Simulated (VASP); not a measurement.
A run of VASP 6.6.1:

Contents of INCAR:

```
SYSTEM = Te2Mo
PREC     = Accurate       ! precision mode
ENCUT    = 520            ! plane-wave cutoff, eV
EDIFF    = 1E-6           ! SCF threshold, eV
ISMEAR   = 1              ! smearing method
SIGMA    = 0.15           ! smearing width, eV
LREAL    = .False.        ! projectors in reciprocal space
LASPH    = .True.         ! aspherical terms in the spheres
NELM     = 100            ! most SCF steps
ALGO     = Fast           ! electronic algorithm
ISIF     = 2              ! what is computed and relaxed
LWAVE    = .False.        ! write WAVECAR
LCHARG   = .False.        ! write CHGCAR
GGA      = PE             ! functional
NBANDS   = 64             ! bands
```

Contents of KPOINTS:

```
Automatic mesh
0
Gamma
  3 4 1
  0 0 0
```

File POSCAR:

```
Te2Mo
1.0
    6.3278610000      0.0000000000      0.0000000000
    0.0000000000      3.4678280000      0.0000000000
   -0.9464700000      0.0000000000     13.8229470000
Te Mo
8 4
Direct
    0.5498142541      0.7573137999      0.3492156918
    0.4378946419      0.2580041455      0.6521236029
    0.5983883917      0.2571205954      0.1039753679
    0.4061560276      0.7357438143      0.8947276583
    0.0971085802      0.7557347135      0.1488252107
    0.8929236268      0.2376409672      0.8530936999
    0.0595311777      0.2361688642      0.3950363117
    0.9373904662      0.7565435771      0.6046452323
    0.3236944788      0.7430867390      0.5091726822
    0.6905768624      0.2547043856      0.4919124699
    0.1903757822      0.2545336735      0.0061729239
    0.8104618125      0.7566407561      0.9863204279
```

Potentials or basis: VASP PAW PBE potentials, release 64 (Te, Mo_sv).

Run with:

```console
$ cat potpaw_PBE.64/Te/POTCAR potpaw_PBE.64/Mo_sv/POTCAR > POTCAR
$ mpirun -np 1 vasp_std > vasp.out
```

Hardware: 1 thread of Intel(R) Xeon(R) Platinum 8488C (Sapphire Rapids), with other jobs on the host.

Problem. How long does it take, and how much memory?

Solution. Run time: 3.3 min on 1 thread of Intel(R) Xeon(R) Platinum 8488C (Sapphire Rapids), on a shared host, peak memory 0.41 GiB. Counts: scf iterations 18, k points 7.
